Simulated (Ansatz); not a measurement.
Data:

RuO$_{2}$ (rutile)

```cif
data_O4Ru2
_chemical_formula_sum 'Ru2 O4'
_space_group_name_H-M_alt 'P 1'
_space_group_IT_number 1
_cell_length_a 4.46614
_cell_length_b 4.46614
_cell_length_c 3.09186
_cell_angle_alpha 90.000
_cell_angle_beta 90.000
_cell_angle_gamma 90.000
loop_
_space_group_symop_operation_xyz
  'x, y, z'
loop_
_atom_site_label
_atom_site_type_symbol
_atom_site_fract_x
_atom_site_fract_y
_atom_site_fract_z
_atom_site_occupancy
Ru1 Ru 0.00000 0.00000 0.00000 1
Ru2 Ru 0.50000 0.50000 0.50000 1
O1 O 0.30608 0.30608 0.00000 1
O2 O 0.80608 0.19392 0.50000 1
O3 O 0.19392 0.80608 0.50000 1
O4 O 0.69392 0.69392 0.00000 1
```

This relaxed cell (volume V₀) is scaled evenly in all directions, its shape held. The atoms relax within the cell's symmetry.

Computed with PBEsol (plane waves to 420 eV, PAW, scalar-relativistic; Ansatz, a program for electronic structure). k mesh 11×11×15 (Γ-centred), Fermi-Dirac smearing 0.05 eV. E stands for the smeared free energy. Compression counts positive. With the shape held, the modulus is that of even scaling; a crystal free to change shape is softer. RuO2 is run without spin polarisation and with no Hubbard U. RuO2 was relaxed with its symmetry unable to fall. The zero of ΔE is the relaxed starting cell.

The scan covers V/V₀ from 0.900 to 1.100 in 13 points.

Q: What is ΔE at V/V₀ = 1.100?

A: 77 meV/atom.

Q: What pressure does the cell carry at V/V₀ = 0.900?

A: 39.1 GPa.

Q: What is ΔE at V/V₀ = 0.900?

A: 113 meV/atom.

(Under strain, the slope of the energy per volume gives the stress and its curvature an elastic modulus.)
